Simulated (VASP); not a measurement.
CdS (Greenockite):

```
Cd S
1.0
     4.15000    0.00000    0.00000
    -2.07500    3.59401    0.00000
     0.00000    0.00000    6.73700
Cd S
2 2
Direct
  0.66667 0.33333 0.50000
  0.33333 0.66667 0.00000
  0.66667 0.33333 0.87500
  0.33333 0.66667 0.37500
```

* Program: VASP 6.6.1
* Task: relaxation of cell and atoms
* Functional: PBE
* Potentials or basis: VASP PAW PBE potentials, release 54 (Cd, S)
* Cutoff: 600 eV
* k mesh: 7 × 7 × 4
* Occupations: fermi-dirac, width 0.05 eV
* Spin: no spin polarisation

At the start: pressure 2.4 GPa; volume 25.12 Å³/atom.

**Question.** How do energy, volume and symmetry change on relaxing?

**Answer.** Over 5 steps the energy falls by 7.7 meV/atom and the volume is 26.16 Å³/atom (+4.1 %); space group P6_3mc (No. 186, to 0.05 Å).

The path:
```csv
step,energy change (eV),largest force (eV/Å),pressure (GPa),volume (Å³)
1,0.0000,0.0693,2.39,100.48
2,-0.0278,0.0021,-0.66,106.03
3,-0.0308,0.0151,0.00,104.66
4,-0.0307,0.0142,-0.04,104.75
5,-0.0308,0.0073,0.00,104.64
```

Final structure:
```
Cd S
1.0
     4.20091    0.00000    0.00000
    -2.10045    3.63809    0.00000
     0.00000    0.00000    6.84698
Cd S
2 2
Cartesian
  2.1005 1.2127 3.4202
  0.0000 2.4254 6.8437
  2.1005 1.2127 5.9944
  0.0000 2.4254 2.5709
```
